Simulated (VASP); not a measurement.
A run of VASP 6.6.1 is set up as follows.

File POSCAR:

```
CaSe
1.0
    0.0000000000      2.9560000000      2.9560000000
    2.9560000000      0.0000000000      2.9560000000
    2.9560000000      2.9560000000      0.0000000000
Ca Se
1 1
Direct
    0.0000000000      0.0000000000      0.0000000000
    0.5000000000      0.5000000000      0.5000000000
```

INCAR.step1

```
SYSTEM = CaSe
PREC     = Accurate       ! precision mode
ENCUT    = 520            ! plane-wave cutoff, eV
ISMEAR   = 0              ! smearing method
SIGMA    = 0.01           ! smearing width, eV
LREAL    = .FALSE.        ! projectors in reciprocal space
LASPH    = .TRUE.         ! aspherical terms in the spheres
NELM     = 100            ! most SCF steps
NBANDS   = 15             ! bands
GGA      = PE             ! functional
ALGO     = Normal         ! electronic algorithm
EDIFF    = 1E-4           ! SCF threshold, eV
LWAVE    = .TRUE.         ! write WAVECAR
LCHARG   = .FALSE.        ! write CHGCAR
```

Contents of INCAR.step2:

```
SYSTEM = CaSe
PREC     = Accurate       ! precision mode
ENCUT    = 520            ! plane-wave cutoff, eV
EDIFF    = 1E-6           ! SCF threshold, eV
ISMEAR   = 0              ! smearing method
SIGMA    = 0.01           ! smearing width, eV
LREAL    = .FALSE.        ! projectors in reciprocal space
LASPH    = .TRUE.         ! aspherical terms in the spheres
NELM     = 100            ! most SCF steps
ALGO     = Normal         ! electronic algorithm
ISIF     = 2              ! what is computed and relaxed
LWAVE    = .FALSE.        ! write WAVECAR
LCHARG   = .FALSE.        ! write CHGCAR
METAGGA  = R2SCAN         ! meta-GGA
LMIXTAU  = .TRUE.       
NBANDS   = 15             ! bands
ISTART   = 1
```

Contents of KPOINTS:

```
regular mesh
0
G
  5 5 5
  0 0 0
```

Potentials or basis: VASP PAW PBE potentials, release 64 (Ca_sv, Se).

Launch:

```console
$ cat potpaw_PBE.64/Ca_sv/POTCAR potpaw_PBE.64/Se/POTCAR > POTCAR
$ cp INCAR.step1 INCAR
$ mpirun -np 1 vasp_std > vasp.out
$ cp INCAR.step2 INCAR
$ mpirun -np 1 vasp_std > vasp.out
```

Problem. Predict the pressure.

Solution. 0.9 GPa.

Problem. Estimate the band gap on the k mesh.

Solution. 2.61 eV, indirect (least direct gap 3.51 eV).

Caveat: the PAW data sets were made with another functional, which shifts forces and pressure a little.

**Measured values to compare with.**

A printed reference work, monograph, original work of 1988 reports, for a bulk crystal of CaSe at 2 K: band gap 3.85 eV (indirect).

Against the measured gap of CaSe, 3.85 eV (indirect; 2 K; a printed reference work, monograph, original work of 1988), the calculated 2.61 eV is off by -1.24 eV. Spin-orbit coupling on Se is left out. The value is that of r2SCAN on a finite k mesh, which can miss the band edges, without temperature or zero-point motion.
